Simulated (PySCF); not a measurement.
Static polarisabilities and like-pair C6 coefficients by linear response at PBE0/aug-cc-pVTZ (PySCF, frozen core in the response, non-relativistic, gas phase), PBE0-D3(BJ)/def2-TZVP geometries, one conformer each; atomic units unless stated.

```
label             species     α     C6
    P         `C#N` (HCN)  16.9  127.2
    Q    `CC(C)C` (C4H10)  53.2   1235
    R      `C=CCC` (C4H8)  53.1   1127
    S  `[C-]#[NH+]` (CHN)  18.2  137.2
    T    `C/C=C\C` (C4H8)  52.9   1125
    U     `CC1CC1` (C4H8)  48.8   1032
```

Task: Estimate the unlike-pair coefficients by the rule C6(AB) = 2·C6(AA)·C6(BB) / [C6(AA)·αB/αA + C6(BB)·αA/αB], and compare with the geometric mean, for PR, PU, QR, QS, QT, QU, RU and TU.

Result: 
```csv
pair,combination rule,geometric mean,ratio
PR,377.9,378.5,0.999
PU,362.2,362.2,1.000
QR,1179,1180,0.999
QS,411.5,411.6,1.000
QT,1178,1179,0.999
QU,1129,1129,1.000
RU,1077,1078,0.999
TU,1077,1077,0.999
```

The rule is exact for one-pole polarisabilities and never exceeds the geometric mean; the two meet where both partners have the same effective excitation energy. These unlike-pair values are estimates, not computed integrals.
